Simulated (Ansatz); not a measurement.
# Density of states of MgO

```cif
data_structure
_symmetry_space_group_name_H-M 'P 1'
_symmetry_Int_Tables_number 1
_cell_length_a 3.2610
_cell_length_b 3.2610
_cell_length_c 3.2610
_cell_angle_alpha 60.000
_cell_angle_beta 60.000
_cell_angle_gamma 60.000
_cell_volume 24.52
loop_
_atom_site_label
_atom_site_type_symbol
_atom_site_fract_x
_atom_site_fract_y
_atom_site_fract_z
_atom_site_occupancy
Mg1 Mg 0.00000 0.00000 0.00000 1
O1 O 0.25000 0.25000 0.25000 1
```

The runs use the primitive cell with vectors (0.000, 2.306, 2.306), (2.306, 0.000, 2.306), (2.306, 2.306, 0.000) Å, to which the k mesh refers.

The structure comes from a relaxation in the same program, started in the zincblende type, and has space group F-43m. Whether it is a known phase or the ground state wasn't checked.

These are results of Ansatz 0.2.0, DFT, PBE, all-electron LAPW, scalar-relativistic, not measurements.

Settings: a Γ-centred 13×13×13 k mesh, Fermi–Dirac smearing of 0.08 eV, basis error target 0.5 meV/atom, no spin polarisation.

States per eV and cell, averaged over 0.4 eV, from -3.0 to 4.0 eV, with energies (bin centres) from the valence-band top; empty bins are left out. The partial columns, the largest 2 alone, are projections on Löwdin-orthogonalised atomic shells (those that the program's projection atoms carry: the occupied ones and, for some elements, an empty d or f shell; other empty shells have no column), summed over atoms of an element. Weights on diffuse s and p shells depend on that basis and aren't pure angular character.

| E (eV) | total | O 2p | Mg 3s |
| --- | --- | --- | --- |
| -2.9 | 0.15 | 0.12 | 0.02 |
| -2.5 | 1.11 | 0.92 | 0.15 |
| -2.1 | 2.84 | 2.35 | 0.38 |
| -1.7 | 0.61 | 0.50 | 0.08 |
| -1.3 | 1.28 | 1.15 | 0.08 |
| -0.9 | 1.90 | 1.79 | 0.04 |
| -0.5 | 3.88 | 3.76 | 0.02 |
| -0.1 | 3.22 | 3.16 | 0.00 |
| 3.9 | 0.02 | 0.00 | 0.01 |

Problem. Which of the resolved shells contributes most in the top eV of the valence band?

Solution. O 2p, with 97 % of all states there; Mg 3s follows with 0 %.
